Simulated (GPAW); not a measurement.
# Dielectric function and optical constants of C

Aim: the dielectric function of C, and the optical constants that follow from it.

Main program and level: GPAW 26.7.0; DFT, PBE, plane-wave PAW (GPAW data sets), scalar-relativistic, RPA, optical limit.

### 1. Set-up

Symmetry: Fd-3m, No. 227, cubic system. The conventional cell has a = 3.567 Å, b = 3.567 Å, c = 3.567 Å, α = 90.00°, β = 90.00°, γ = 90.00°. C has 4 C at 1.54 Å nearest.

As a file:

```
C
1.0
     0.00000    1.78337    1.78337
     1.78337    0.00000    1.78337
     1.78337    1.78337    0.00000
C
2
Direct
  0.75000 0.75000 0.75000
  0.50000 0.50000 0.50000
```

### 2. Dielectric function, RPA

Local fields let the induced charge screen the field inside the cell, which as a rule lowers ε, most along directions where the density is uneven.

File df.py:

```python
from gpaw.response.df import DielectricFunction

df = DielectricFunction('full.gpw', frequencies={'type': 'nonlinear', 'domega0': 0.03, 'omega2': 8},
                        ecut=50,
                        eta=0.15,
                        nbands=13,
                        txt='df.txt')
for direction in ['x', 'z']:
    df.get_dielectric_function(xc='RPA', direction=direction, filename=f'df_{direction}.csv')
```

Launch:

```console
$ OMP_NUM_THREADS=1 python df.py
```

Numbers of over 12 decimals in the logs are rounded to 6 here.

Log:

```text
Using integrator: PointIntegrator
NonLinearFrequencyDescriptor(from 0.000 to 64.253 eV, 496 points)
Nonperiodic BCs:  [False False False]
Using integrator: PointIntegrator
NonLinearFrequencyDescriptor(from 0.000 to 64.253 eV, 496 points)
Nonperiodic BCs:  [False False False]

Calculating chi0 body with:
    Ground state adapter containing:
    Number of spins: 1
    Number of kpoints: 4913
    Number of irreducible kpoints: 165
    Number of completely occupied states: 4
    Number of partially occupied states: 4

    Linear response parametrization:
    q_c: [0.0, 0.0, 0.0]
    Number of frequency points: 496
    Planewave cutoff: 50.0
    Number of bands: 13
    Number of planewaves: 15
    Broadening (eta): 0.15

Integrating chi0 body.

Symmetries of q_c:
    Direct symmetries (Uq -> q): 24
    Indirect symmetries (TUq -> q): 24
In total 48 allowed symmetries.

165 groups of equivalent kpoints. 96.641563% reduction.

Integral kind: spectral function

Calculating chi0 optical extensions with:
    Ground state adapter containing:
    Number of spins: 1
    Number of kpoints: 4913
    Number of irreducible kpoints: 165
    Number of completely occupied states: 4
    Number of partially occupied states: 4

    Linear response parametrization:
    Number of frequency points: 496
    Planewave cutoff: 50.0
    Number of bands: 13
    Number of planewaves: 15
    Broadening (eta): 0.15
Integrating chi0 head and wings.

Symmetries of q_c:
    Direct symmetries (Uq -> q): 24
    Indirect symmetries (TUq -> q): 24
In total 48 allowed symmetries.

165 groups of equivalent kpoints. 96.641563% reduction.

Integral kind: spectral function wings
```

The job ended after 3.3 s (1 thread of Arm Neoverse V1, shared host; peak memory 0.16 GiB).

Read-outs, printed or worked out from the files:

```
electronic dielectric constant ε∞, mean over x, y and z (by symmetry where fewer were run) : 5.777
main peak of Im epsilon, first axis                                                        : 11.07 eV
```

The Im ε, E ∥ x or z has structure finer than the step of the table below, so its rows give means over 0.5 eV, whole bins alone (the curve runs from 0 to 14.0 eV). Peaks (eV: height): 11.10: 21.5, 11.71: 21.6, 13.60: 9.16.

Values under the direct gap are tails of Lorentzian lines. The Im ε, E ∥ x or z by photon energy; means over each step:

```
photon energy (eV)  Im ε, E ∥ x or z
               0.5           0.00650
               1.0            0.0133
               1.5            0.0206
               2.0            0.0287
               2.5            0.0383
               3.0            0.0501
               3.5            0.0654
               4.0            0.0870
               4.5             0.122
               5.0             0.198
               5.5             0.546
               6.0              1.77
               6.5              2.34
               7.0              2.80
               7.5              3.37
               8.0              3.72
               8.5              4.38
               9.0              5.05
               9.5              5.98
              10.0              7.28
              10.5              10.6
              11.0              18.3
              11.5              18.1
              12.0              13.8
              12.5              6.66
              13.0              6.29
              13.5              8.42
```

Table of Re ε, E ∥ x or z by photon energy:

```
photon energy (eV)  Re ε, E ∥ x or z
               0.0              5.78
               0.5              5.79
               1.0              5.82
               1.5              5.88
               2.0              5.96
               2.5              6.07
               3.0              6.21
               3.5              6.40
               4.0              6.65
               4.5              6.99
               5.0              7.49
               5.5              8.32
               6.0              8.69
               6.5              9.06
               7.0              8.15
               7.5              8.38
               8.0              8.53
               8.5              8.61
               9.0              9.38
               9.5              9.72
              10.0              10.9
              10.5              11.1
              11.0              9.88
              11.5              4.13
              12.0             -8.56
              12.5             -4.38
              13.0             -1.50
              13.5             -1.74
```

The reflectivity at normal incidence, E ∥ x or z by photon energy; read off at these points:

photon energy (eV), reflectivity at normal incidence, E ∥ x or z (%) and a bar from the least value:
```
     0.00       17.0 
     0.50       17.0 
     1.00       17.1 
     1.50       17.3 
     2.00       17.5 
     2.50       17.9 #
     3.00       18.3 #
     3.50       18.8 #
     4.00       19.5 ##
     4.50       20.4 ##
     5.00       21.6 ###
     5.50       23.6 ####
     6.00       25.3 #####
     6.50       26.0 ######
     7.00       24.5 #####
     7.50       25.8 ######
     8.00       26.3 ######
     8.50       27.8 #######
     9.00       29.7 ########
     9.50       31.1 #########
    10.00       33.7 ###########
    10.50       37.7 #############
    11.00       49.4 #####################
    11.10       51.7 #######################
    11.50       47.8 ####################
    12.00       63.2 ##############################
    12.50       54.2 ########################
    13.00       40.4 ###############
    13.50       45.0 ##################
```

Table of refractive index n and extinction k by photon energy:

```
photon energy (eV)     n        k
               0.0  2.40        0
               0.5  2.41  0.00135
               1.0  2.41  0.00274
               1.5  2.42  0.00423
               2.0  2.44  0.00587
               2.5  2.46  0.00776
               3.0  2.49   0.0100
               3.5  2.53   0.0129
               4.0  2.58   0.0168
               4.5  2.64   0.0228
               5.0  2.74   0.0349
               5.5  2.89   0.0918
               6.0  2.97    0.376
               6.5  3.03    0.368
               7.0  2.89    0.436
               7.5  2.95    0.546
               8.0  2.98    0.583
               8.5  3.03    0.742
               9.0  3.17    0.807
               9.5  3.25    0.908
              10.0  3.45     1.00
              10.5  3.61     1.40
              11.0  4.05     2.55
              11.5  3.31     2.61
              12.0  1.88     3.48
              12.5  1.30     2.47
              13.0  1.55     1.98
              13.5  1.92     2.33
```

Values under the direct gap are tails of Lorentzian lines. The loss function −Im 1/ε at q → 0, E ∥ x or z by energy loss; read off at these points:

```
energy loss (eV)  loss function −Im 1/ε at q → 0, E ∥ x or z
           0.000                                           0
           0.250                                      9.7e-5
           0.500                                      1.9e-4
           0.750                                      2.9e-4
           1.000                                      3.9e-4
           1.250                                      4.9e-4
           1.500                                      5.9e-4
           1.750                                      7.0e-4
           2.000                                      8.1e-4
           2.250                                      9.2e-4
           2.500                                     0.00104
           2.750                                     0.00116
           3.000                                     0.00129
           3.250                                     0.00143
           3.500                                     0.00159
           3.750                                     0.00176
           4.000                                     0.00195
           4.250                                     0.00218
           4.500                                     0.00247
           4.750                                     0.00284
           5.000                                     0.00340
           5.250                                     0.00446
           5.500                                     0.00762
           5.750                                      0.0116
           6.000                                      0.0278
           6.250                                      0.0226
           6.500                                      0.0256
           6.750                                      0.0409
           7.000                                      0.0346
           7.250                                      0.0360
           7.500                                      0.0399
           7.750                                      0.0422
           8.000                                      0.0409
           8.250                                      0.0424
           8.500                                      0.0476
           8.750                                      0.0423
           9.000                                      0.0448
           9.250                                      0.0478
           9.500                                      0.0456
           9.750                                      0.0464
          10.000                                      0.0417
          10.250                                      0.0422
          10.500                                      0.0450
          10.750                                      0.0391
          11.000                                      0.0392
          11.250                                      0.0579
          11.328                                      0.0634
          11.500                                      0.0548
          11.750                                      0.0459
          12.000                                      0.0535
          12.250                                      0.0719
          12.500                                       0.106
          12.750                                       0.138
          13.000                                       0.154
          13.250                                       0.139
          13.500                                       0.107
          13.750                                      0.0974
```

At chosen wavelengths:

```
wavelength (nm)     n      k  R (%)     1/α
           1064  2.42  0.003   17.2   26 µm
            800  2.43  0.004   17.3   15 µm
            633  2.44  0.006   17.5  8.8 µm
            532  2.46  0.007   17.7  6.0 µm
            308  2.58  0.017   19.5  1.4 µm
            248  2.74  0.035   21.6  566 nm
            193  3.01  0.324   25.6   47 nm
```

Below the direct gap, k and the depth come from the tails of the Lorentzian lines, not from transitions.

Rows near the edge hang on the gap, which this functional as a rule makes too small, and phonon-assisted absorption is left out.

### 3. Results

```yaml
electronic_dielectric_constant_eps_infinity_mean_over_x_y_and_z_by_symmetry_where_fewer_were_run_rpa: 5.78
main_peak_of_im_epsilon_first_axis: 11.1 eV
```

What this shows: At this level (PBE, RPA) C has ε∞ = 5.78 and n = 2.41 at 1550 nm, and Im ε peaks at 11.1 eV. Local fields change the static value along x from 5.92 to 5.78 (-2 %). Distinct maxima of Im ε, read by a parabola through the highest points, lie at 6.75 eV (3.4), 11.07 eV (22), 11.70 eV (22) and 13.57 eV (9.2). Excitons and phonon-assisted transitions are missing; PBE gaps are as a rule too small, which pulls the onset down and ε∞ up. The sum runs over mesh points, so small or evenly spaced maxima can still be ripples of the mesh.

[Machine, clock and banner lines and Python warnings are left out of the logs.]

[Logs are printed without paths, hosts, clocks, repeated set-up lines and the standing remarks that a program may print on its own settings, such as how far it seeks lower states.]

[Hosts, paths, dates, database ids (printed as entryN), source tags and the programs' standing remarks are cut or masked in the printed files.]
